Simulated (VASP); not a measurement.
# KI: relaxation of cell and atoms with PBEsol

Crystal: KI.

```
CELL_PARAMETERS angstrom
0.00000 3.50812 3.50812
3.50812 0.00000 3.50812
3.50812 3.50812 0.00000
ATOMIC_POSITIONS crystal
K 0.00000 0.00000 0.00000
I 0.50000 0.50000 0.50000
```

```
Program                : VASP 6.6.1
Task                   : relaxation of cell and atoms
Functional             : PBEsol
Potentials or basis    : VASP PAW PBE potentials, release 64 (K_sv, I)
Cutoff                 : 600 eV
k mesh                 : 8 × 8 × 8
Occupations            : gaussian, width 0.03 eV
Spin                   : no spin polarisation
Further INCAR settings : ALGO = Normal; EDIFF = 1e-07; IBRION = 2; EDIFFG = -0.005; NSW = 90; ISIF = 3
```

```
Pressure after relaxing : 0.0 GPa
Band gap on the k mesh  : 3.86 eV, direct
```

Final structure:
```
CELL_PARAMETERS angstrom
0.00000 3.50812 3.50812
3.50812 0.00000 3.50812
3.50812 3.50812 0.00000
ATOMIC_POSITIONS crystal
K 0.00000 0.00000 0.00000
I 0.50000 0.50000 0.50000
```

Levels at points of the mesh, in eV from the valence-band top:
```csv
k point,band 6,band 7,band 8,band 9,band 10,band 11
"(0.00, 0.00, 0.00)",0.00,0.00,0.00,3.86,6.42,6.42
"(0.50, 0.00, 0.00)",-1.40,-0.36,-0.36,5.40,7.67,8.11
"(0.50, 0.50, 0.00)",-1.05,-0.39,-0.39,4.79,5.72,8.09
```

Wall time 42 s on 1 thread of Intel(R) Xeon(R) Platinum 8488C (Sapphire Rapids), with other jobs on the host, peak memory 0.25 GiB.

Caveat: the relaxation stopped at its first step, so nothing moved; the PAW data sets were made with another functional, which shifts forces and pressure a little; spin-orbit coupling is left out, which moves the levels of the heavy elements. A k mesh can miss the band edges.
